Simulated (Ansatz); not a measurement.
Co (diamond): energy against volume

Theory: Ansatz, DFT, revPBE, plane waves (420 eV) with PAW, scalar-relativistic. The PAW files were generated under PBE, with cores re-solved for the functional.

The cell is scaled uniformly from the relaxed one, with fractional coordinates and shape fixed. Energies are extrapolated to zero smearing, pressures are those at the given smearing. Magnetic state: ferromagnetic.

A Birch-Murnaghan fit gives V₀ = 16.78 Å³/atom, B₀ = 95 GPa, B₀′ = 4.9.

Q: What are the energy above the minimum and the pressure at 15.445 Å³/atom?

A: 36.9 meV/atom and 9.55 GPa as computed.

Q: What are the energy above the minimum and the pressure at 17.460 Å³/atom?

A: 7.6 meV/atom and -3.37 GPa as computed.

Q: What are the energy above the minimum and the pressure at 18.131 Å³/atom?

A: 27.5 meV/atom and -6.03 GPa as computed.
